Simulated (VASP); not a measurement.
# P (P6_422) in VASP: a series of runs

Aim: see how the results for P move with the level of theory and the settings. Levels: PBE, LDA. Tasks: relaxation of cell and atoms.

Everything below comes from runs of VASP 6.6.1. Logs are shortened: lines on timing, memory, paths and dates and some standing lists are left out, and cuts for length are marked.

## 1. The structure

It takes space group P6_422 (No. 181, hexagonal). Conventional cell: a = 3.375 Å, b = 3.375 Å, c = 4.915 Å, α = 90.00°, β = 90.00°, γ = 120.00°. Around P (site symmetry 222) lie 4 P at 2.35 Å.

The cell was built by a generator and needn't be a form met in nature.

## 2. Relaxation of cell and atoms, PBE

Input file INCAR:

```
PREC = Accurate ; ENCUT = 600
EDIFF = 1E-6 ; ISMEAR = 0
SIGMA = 0.05 ; LREAL = False
LASPH = True ; NELM = 60
ALGO = Normal ; ISIF = 3
LWAVE = False ; LCHARG = False
GGA = PE ; IBRION = 2
NSW = 60 ; EDIFFG = -0.02
```

Input file KPOINTS:

```
regular mesh
0
Gamma
  9 9 6
```

Input file POSCAR:

```
P
1.0
    3.3746300000      0.0000000000      0.0000000000
   -1.6873100000      2.9225100000      0.0000000000
    0.0000000000      0.0000000000      4.9154600000
P
3
Direct
    0.0000000000      0.5000000000      0.3333300000
    0.5000000000      0.5000000000      0.6666700000
    0.5000000000      0.0000000000      0.0000000000
```

Potentials or basis: VASP PAW PBE potentials, release 64 (P).

Launch:

```sh
> cat potpaw_PBE.64/P/POTCAR > POTCAR
> mpirun -np 1 vasp_std > vasp.out
```

OUTCAR:

```text
PREC = Accurate
   ENCUT = 600
   EDIFF = 1E-6
   ISMEAR = 0
   LREAL = False
   LASPH = True
   NELM = 60
   ISIF = 3
   GGA = PE
   IBRION = 2
   NSW = 60
   EDIFFG = -0.02

 ion  position               nearest neighbor table
   1  0.000  0.500  0.333-   3 2.35   3 2.35   2 2.35   2 2.35
   2  0.500  0.500  0.667-   3 2.35   3 2.35   1 2.35   1 2.35
   3  0.500  0.000  0.000-   2 2.35   2 2.35   1 2.35   1 2.35

  LATTYP: Found a hexagonal cell.
 ALAT       =     3.3746300000
 C/A-ratio  =     1.4565922783

  Lattice vectors:

 A1 = (   3.3746300000,   0.0000000000,   0.0000000000)
 A2 = (  -1.6873100000,   2.9225100000,   0.0000000000)
 A3 = (   0.0000000000,   0.0000000000,   4.9154600000)

Analysis of symmetry for initial positions (statically):
=====================================================================
 Subroutine PRICEL returns:
 Original cell was already a primitive cell.

 Routine SETGRP: Setting up the symmetry group for a
 hexagonal supercell.

 Subroutine GETGRP returns: Found  4 space group operations
 (whereof  4 operations were pure point group operations)
 out of a pool of 24 trial point group operations.

The static configuration has the point symmetry D_2 .

Analysis of symmetry for dynamics (positions and initial velocities):
=====================================================================
 Subroutine PRICEL returns:
 Original cell was already a primitive cell.

 Routine SETGRP: Setting up the symmetry group for a
 hexagonal supercell.

 Subroutine GETGRP returns: Found  4 space group operations
 (whereof  4 operations were pure point group operations)
 out of a pool of 24 trial point group operations.

The dynamic configuration has the point symmetry D_2 .

 Subroutine INISYM returns: Found  4 space group operations
 (whereof  4 operations are pure point group operations),
 and found     1 'primitive' translations

----------------------------------------------------------------------------------------

                                     Primitive cell

  volume of cell :      48.4782

  direct lattice vectors                    reciprocal lattice vectors
     3.374630000  0.000000000  0.000000000     0.296328783  0.171085306  0.000000000
    -1.687310000  2.922510000  0.000000000     0.000000000  0.342171626  0.000000000
     0.000000000  0.000000000  4.915460000     0.000000000  0.000000000  0.203439759

  length of vectors
[... 148 lines left out ...]
  energy-cutoff  :      600.00
  volume of cell :       48.48
      direct lattice vectors                 reciprocal lattice vectors
     3.374630000  0.000000000  0.000000000     0.296328783  0.171085306  0.000000000
    -1.687310000  2.922510000  0.000000000     0.000000000  0.342171626  0.000000000
     0.000000000  0.000000000  4.915460000     0.000000000  0.000000000  0.203439759

 POSITION                                       TOTAL-FORCE (eV/Angst)
 -----------------------------------------------------------------------------------
     -0.84366      1.46125      1.63847        -0.000000      0.000000      0.000160
      0.84366      1.46125      3.27699        -0.000000      0.000000     -0.000160
      1.68731      0.00000      0.00000         0.000000      0.000000      0.000000
 -----------------------------------------------------------------------------------
    total drift:                                0.000000      0.000000     -0.000000

  FREE ENERGIE OF THE ION-ELECTRON SYSTEM (eV)
  ---------------------------------------------------
  free  energy   TOTEN  =       -14.8394769408 eV

  energy  without entropy=      -14.8388418026  energy(sigma->0) =      -14.83915937

--------------------------------------- Ionic step        2  -------------------------------------------

 number of electron      14.9999999 magnetization

 Free energy of the ion-electron system (eV)
  ---------------------------------------------------
  ext. energy  EPLUGINS =         0.00000000
  ---------------------------------------------------
  free energy    TOTEN  =       -14.84143540 eV

  energy without entropy =      -14.84093298  energy(sigma->0) =      -14.84118419

 E-fermi :   8.4253     XC(G=0): -10.8321

 val. band max:        8.4171648759   @ k =  -0.4444   0.2222   0.5000
 cond. band min:       8.4736278087   @ k =   0.2222   0.2222   0.0000
 fundamental gap:      0.0564629328
 Fermi energy:         8.4253351370

 k-point     1 :       0.0000    0.0000    0.0000
  band No.  band energies     occupation
      1      -7.4933      2.00000
      2      -2.0348      2.00000
      3      -2.0348      2.00000
      4       5.4982      2.00000
      5       7.4869      2.00000
      6       7.4870      2.00000
      7      10.0013      0.00000
      8      10.0013      0.00000
      9      11.3343      0.00000
     10      11.3344      0.00000
     11      12.7386      0.00000
[... 309 lines left out ...]
 k-point    24 :       0.4444    0.3333    0.0000
  band No.  band energies     occupation
      1      -4.3625      2.00000
      2      -2.7531      2.00000
      3      -0.3118      2.00000
      4       2.2102      2.00000
      5       2.9105      2.00000
      6       3.9819      2.00000
      7       4.8562      2.00000
      8       6.7319      2.00000
      9       7.6168      2.00000
     10      12.0413      0.00000
     11      14.3188      0.00000

 [... further k-points ...]
[... 5 lines left out ...]
  --------------------------------------------------------------------------------------
  -------------------------------------------------------------------------------------
  Total       -0.0562533     -0.0562556      0.0110372     -0.0000001      0.0000000      0.0000000
  in kB       -1.8662501     -1.8663264      0.3661692     -0.0000032      0.0000000      0.0000000
  external PRESSURE =      -1.1221358 kB  Pullay stress =       0.0000000 kB

 VOLUME and BASIS-vectors are now :
 -----------------------------------------------------------------------------
  energy-cutoff  :      600.00
  volume of cell :       48.29
      direct lattice vectors                 reciprocal lattice vectors
     3.360657597 -0.000000024  0.000000000     0.297560812  0.171796716  0.000000000
    -1.680323840  2.910407948  0.000000000     0.000000002  0.343594445  0.000000000
     0.000000000  0.000000000  4.937541055     0.000000000  0.000000000  0.202529962

 POSITION                                       TOTAL-FORCE (eV/Angst)
 -----------------------------------------------------------------------------------
      2.52050      1.45520      1.64584         0.000000      0.000000      0.000069
      0.84017      1.45520      3.29170         0.000000      0.000000     -0.000069
      1.68033     -0.00000      0.00000         0.000000      0.000000      0.000000
 -----------------------------------------------------------------------------------
    total drift:                                0.000000      0.000000     -0.000000

  FREE ENERGIE OF THE ION-ELECTRON SYSTEM (eV)
  ---------------------------------------------------
  free  energy   TOTEN  =       -14.8414353978 eV

  energy  without entropy=      -14.8409329826  energy(sigma->0) =      -14.84118419

 reached required accuracy - stopping structural energy minimisation
```

CONTCAR:

```text
P
   1.00000000000000
     3.3606575972055523   -0.0000000239080185    0.0000000000000000
    -1.6803238400098157    2.9104079484460139    0.0000000000000000
     0.0000000000000000    0.0000000000000000    4.9375410547229537
  P
     3
Direct
     1.0000000000000000    0.5000000000000000    0.3333315732143717
     0.5000000000000000    0.5000000000000000    0.6666684267856283
     0.5000000000000000    0.0000000000000000    0.0000000000000000

  0.00000000E+00  0.00000000E+00  0.00000000E+00
  0.00000000E+00  0.00000000E+00  0.00000000E+00
  0.00000000E+00  0.00000000E+00  0.00000000E+00
```

It took 61 s on 1 thread of Intel Xeon Platinum 8259CL at 2.50GHz (Skylake/Cascade Lake), shared host; peak memory 0.2 GiB.

What came out:

| Quantity | Value |
| --- | --- |
| Free energy | -14.8414 eV |
| Relaxed volume | 16.10 Å³/atom |
| Relaxed cell | a = 3.361 Å, b = 3.361 Å, c = 4.938 Å, α = 90.00°, β = 90.00°, γ = 120.00° |
| Space group after relaxing (to 0.05 Å) | P6_422 (No. 181) |
| Energy gained by relaxing | 0.7 meV/atom |
| Ionic steps | 2 |
| Pressure after relaxing | -0.1 GPa |
| Band gap on the k mesh | none (metal or under the smearing width) |

Stress tensor (GPa, compression positive):
```
-0.19  0.00  0.00
 0.00 -0.19  0.00
 0.00  0.00  0.04
```

Step by step:
```tsv
step	energy change (eV)	largest force (eV/Å)	pressure (GPa)	volume (Å³)
1	0.0000	0.0002	-0.26	48.48
2	-0.0020	0.0001	-0.11	48.29
```

Final structure:
```cif
data_structure
_symmetry_space_group_name_H-M 'P 1'
_symmetry_Int_Tables_number 1
_cell_length_a 3.3607
_cell_length_b 3.3606
_cell_length_c 4.9375
_cell_angle_alpha 90.000
_cell_angle_beta 90.000
_cell_angle_gamma 120.000
_cell_volume 48.29
loop_
_atom_site_label
_atom_site_type_symbol
_atom_site_fract_x
_atom_site_fract_y
_atom_site_fract_z
_atom_site_occupancy
P1 P 0.00000 0.50000 0.33333 1
P2 P 0.50000 0.50000 0.66667 1
P3 P 0.50000 0.00000 0.00000 1
```

## 3. Relaxation of cell and atoms, LDA

Input file INCAR:

```
ALGO = Normal
EDIFF = 1E-6
EDIFFG = -0.01
ENCUT = 600
GGA = CA
IBRION = 2
ISIF = 3
ISMEAR = 0
LASPH = True
LCHARG = False
LREAL = False
LWAVE = False
NELM = 100
NSW = 60
PREC = Accurate
SIGMA = 0.05
```

Input file KPOINTS:

```
k-points
0
Gamma
  9 9 6
```

POSCAR is that of step 2.

Potentials or basis: VASP PAW LDA potentials, release 64 (P).

Launch:

```sh
> cat potpaw_LDA.64/P/POTCAR > POTCAR
> mpirun -np 1 vasp_std > vasp.out
```

Wall time 2.5 min (1 thread of Intel Xeon Platinum 8259CL at 2.50GHz (Skylake/Cascade Lake), shared host); peak memory 0.18 GiB.

The run converged. Its results:

```yaml
Free_energy: -17.0904 eV
Relaxed_volume: 15.24 Å³/atom
Relaxed_cell: a = 3.293 Å, b = 3.293 Å, c = 4.871 Å, α = 90.00°, β = 90.00°, γ = 120.00°
Space_group_after_relaxing_to_0.05_Å: P6_422 (No. 181)
Energy_gained_by_relaxing: 15.3 meV/atom
Ionic_steps: 7
Pressure_after_relaxing: -0.1 GPa
Band_gap_on_the_k_mesh: none (metal or under the smearing width)
```

Step by step:
```csv
step,energy change (eV),largest force (eV/Å),pressure (GPa),volume (Å³)
1,0.0000,0.0001,-4.76,48.48
2,-0.0415,0.0001,1.33,45.19
3,-0.0436,0.0001,0.21,45.73
4,-0.0436,0.0001,0.10,45.79
5,-0.0458,0.0001,-0.11,45.73
6,-0.0458,0.0001,-0.08,45.73
7,-0.0458,0.0001,-0.09,45.73
```

Final structure:
```
P
1.0
     3.29256    0.00000    0.00000
    -1.64627    2.85143    0.00000
     0.00000    0.00000    4.87133
P
3
Direct
  0.00000 0.50000 0.33333
  0.50000 0.50000 0.66667
  0.50000 0.00000 0.00000
```

Levels at points of the mesh, in eV from the Fermi level:
```csv
k point,band 5,band 6,band 7,band 8,band 9,band 10,band 11
"(0.00, 0.00, 0.00)",-0.87,-0.87,1.91,1.91,3.07,3.07,4.57
"(0.00, 0.00, 0.50)",-1.86,-1.86,-1.00,2.29,2.29,3.29,3.29
```
